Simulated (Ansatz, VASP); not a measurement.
## Two plane-wave programs on ZnS

```
CELL_PARAMETERS angstrom
0.00000 2.66731 2.66731
2.66731 0.00000 2.66731
2.66731 2.66731 0.00000
ATOMIC_POSITIONS crystal
Zn 0.25000 0.25000 0.25000
S 0.00000 0.00000 0.00000
```

Alike in both runs: task single point; functional r2SCAN; k mesh 8 × 8 × 8; occupations gaussian, width 0.02 eV; no spin polarisation.

```csv
,VASP,Ansatz
version,VASP 6.6.1,Ansatz 0.2.0
potentials or method,"VASP PAW PBE potentials, release 64 (Zn, S)","scalar-relativistic, plane waves, PAW"
plane-wave cutoff (eV),520,500
valence electrons in the cell,18,18
```

|  | VASP | Ansatz | Ansatz less VASP |
| --- | --- | --- | --- |
| gap on the k mesh at the Fermi level (eV) | 2.86 | 2.84 | -0.013 |
| least direct gap on the mesh (eV) | 2.86 | 2.84 | -0.013 |
| pressure (GPa) | 2.6 | 2.6 | -0.01 |

With one functional, cell and mesh, what is left measures potentials, basis and numerics.

Caveats: the PAW data sets were made with another functional, which shifts forces and pressure a little (VASP). r2SCAN opens gaps a little over a GGA but as a rule still falls short of measured ones.
